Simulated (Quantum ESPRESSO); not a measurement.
## ZnO under changes of volume

One of the cells (16.689 Å³/atom); the others are scaled copies at fixed shape and fractional positions:

```xyz
4
Lattice="3.2880 0.0000 0.0000 -1.6440 2.8475 0.0000 0.0000 0.0000 7.1304" Properties=species:S:1:pos:R:3 pbc="T T T"
Zn    0.0000    0.0000    1.7826
Zn    0.0000    0.0000    5.3478
O     1.6440    0.9492    5.3478
O     0.0000    1.8983    1.7826
```

Measurements of this composition are mostly on another form, of space group No. 186.

| Quantity | Value |
| --- | --- |
| Program | Quantum ESPRESSO 7.5 |
| Functional | PBE |
| Potentials or basis | SSSP 1.3 efficiency PBE |
| Cutoff | 748 eV |
| Density cutoff | 5987 eV |
| k mesh | 9 × 9 × 4 |
| Occupations | fermi-dirac, width 0.05 eV |
| Spin | no spin polarisation |

```csv
volume (Å³/atom),energy over the lowest point (meV/atom),pressure (GPa)
15.688,16.39,5.7
16.022,6.46,3.4
16.356,1.15,1.3
16.689,0.00,-0.6
17.023,2.55,-2.3
17.357,?,?
17.691,17.33,-5.1
```

**Question.** What does the run at 17.357 Å³/atom give?

**Answer.** Energy over the lowest point 8.45 meV/atom; pressure -3.8 GPa.

Worked out: A Birch-Murnaghan fit of order 3 (a polynomial in V^(-2/3)) to the other rows has its minimum at 16.62 Å³/atom with B0 = V·E''(V) = 91 GPa and B' = 4.4 at fixed shape and positions, which overstates the stiffness. It gives 8.44 meV/atom at 17.357 Å³/atom, against the run's 8.45, and -dE/dV = -3.6 GPa, against -3.8.

Energies are extrapolated to zero smearing.
